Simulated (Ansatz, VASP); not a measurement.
## MnS in VASP and in Ansatz

INCAR

```
PREC = Accurate ; ENCUT = 520
EDIFF = 1E-7 ; ISMEAR = -1
SIGMA = 0.1 ; LREAL = False
LASPH = True ; NELM = 150
ALGO = Normal ; ISIF = 2
LWAVE = False ; LCHARG = True
ISPIN = 2 ; MAGMOM = 4.5 4.5 0 0
LORBIT = 11 ; LMAXMIX = 4
LELF = True ; LVHAR = True
NBANDS = 31
```

KPOINTS

```
Automatic mesh
0
Gamma
  7 7 4
```

File POSCAR:

```
MnS
1.0
    3.9760013000      0.0000000000      0.0000000000
   -1.9880006500      3.4433181300      0.0000000000
    0.0000000000      0.0000000000      6.4320000000
Mn S
2 2
Direct
    0.3333333300      0.6666666700      0.0000000000
    0.6666666700      0.3333333300      0.5000000000
    0.3333333300      0.6666666700      0.3850000000
    0.6666666700      0.3333333300      0.8850000000
```

Input for Ansatz:

```yaml
crystal:
  lattice:
    - [3.9760013, 0.0, 0.0]
    - [-1.98800065, 3.44331813, 0.0]
    - [0.0, 0.0, 6.432]
  atoms:
    - { symbol: Mn, position: [0.33333333, 0.66666667, 0.0], spin: 4.5 }
    - { symbol: Mn, position: [0.66666667, 0.33333333, 0.5], spin: 4.5 }
    - { symbol: S, position: [0.33333333, 0.66666667, 0.385] }
    - { symbol: S, position: [0.66666667, 0.33333333, 0.885] }
magnetization:
  spin_polarized: true
hamiltonian:
  xc: lda
  pseudopotentials: { kind: paw }
basis:
  ecutwfc: 420
kpoints:
  mp_grid: { grid: [7, 7, 4] }
scf:
  occupations: { method: fermi_dirac, width: 0.1 }
  lower_state_search: "off"
  algorithm: density_mixing
  mixing: { spin_hold: "off" }
output:
  forces: true
  stress: true
```

Alike in both runs: task single point; functional LDA; k mesh 7 × 7 × 4; occupations fermi-dirac, width 0.1 eV; collinear spin.

|  | VASP | Ansatz |
| --- | --- | --- |
| version | VASP 6.6.1 | Ansatz 0.2.0 |
| potentials or method | VASP PAW LDA potentials, release 64 (Mn_pv, S) | PAW, plane waves, scalar-relativistic |
| plane-wave cutoff (eV) | 520 | 420 |
| valence electrons in the cell | 38 | 42 |

```tsv
	VASP	Ansatz	Ansatz less VASP
pressure (GPa)	-5.8	-5.3	+0.53
largest component of the traceless stress (GPa)	0.67	0.73	+0.060
rms of the force components (eV/Å)	0.098	0.099	+0.0005
net moment per atom (μB)	2.38	2.41	+0.028
size of the moment on the site where the two differ most (μB)	4.17	4.05	-0.125
```

Site moments also hang on the region over which each program counts them. Atom by atom the forces differ by 0.000 eV/Å (rms over components). The two sets of potentials don't hold the same shells in valence.

Caveats: semilocal functionals often make such compounds metallic where correlation or magnetic order opens a gap, which also shifts bond lengths. With open d or f shells a metallic result of LDA can be an artefact of self-interaction; +U or a hybrid may open a gap.
